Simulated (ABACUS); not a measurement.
Runs of ABACUS 3.10.1 on LiF (Griceite). Symmetry: Fm-3m, No. 225, cubic system. The conventional cell has a = 4.028 Å, b = 4.028 Å, c = 4.028 Å, α = 90.00°, β = 90.00°, γ = 90.00°. Around F (site symmetry m-3m) lie 6 Li at 2.01 Å. Li (site symmetry m-3m) has 6 F at 2.01 Å as nearest neighbours. 

| task | level | potentials or basis | cell | k mesh | cutoff (eV) | SCF threshold on the density | eigensolver | symmetry key | threshold of the eigensolver | path | mesh quality | gap on the mesh (eV) | pressure (GPa) |
| --- | --- | --- | --- | --- | --- | --- | --- | --- | --- | --- | --- | --- | --- |
| single point | RPBE | Ansatz NC PBE, plane waves | as given | 9 × 9 × 9 | 1333 | 1e-08 | dav | 1 | - | - | not flagged | (b) | 6.2 |
| single point | SCAN | SG15 ONCV 1.2 PBE, DZP LCAO (the cutoffs set its grid) | as given | 8 × 8 × 8 | 1361 | 1e-07 | genelpa | 1 | - | - | not flagged | 10.14 | -2.9 |
| relaxation of cell and atoms | SCAN | SG15 ONCV 1.2 PBE, DZP LCAO (the cutoffs set its grid) | relaxed | 8 × 8 × 8 | 1361 | 1e-07 | genelpa | 1 | - | - | not flagged | - | -0.1 |
| single point | PBEsol | PseudoDojo NC SR 0.4 PBEsol stringent, DZP LCAO (the cutoffs set its grid) | as given | 10 × 10 × 10 | 1361 | 1e-07 | genelpa | 1 | - | - | not flagged | (a) | -0.9 |

Alike in all rows: no spin polarisation; smearing fermi-dirac 0.05 eV.

Problem. Fill in the values left out.

Solution. (a) 9.03; (b) 9.34.

Caveats: the potentials were made for another functional, which shifts forces and pressure (some runs); the atomic orbitals were generated for these runs and aren't a published set (some runs); the basis of atomic orbitals isn't converged, which shifts pressures, moduli and gaps (some runs); an odd mesh through Γ misses points on the zone boundary, where band edges often lie (some runs).
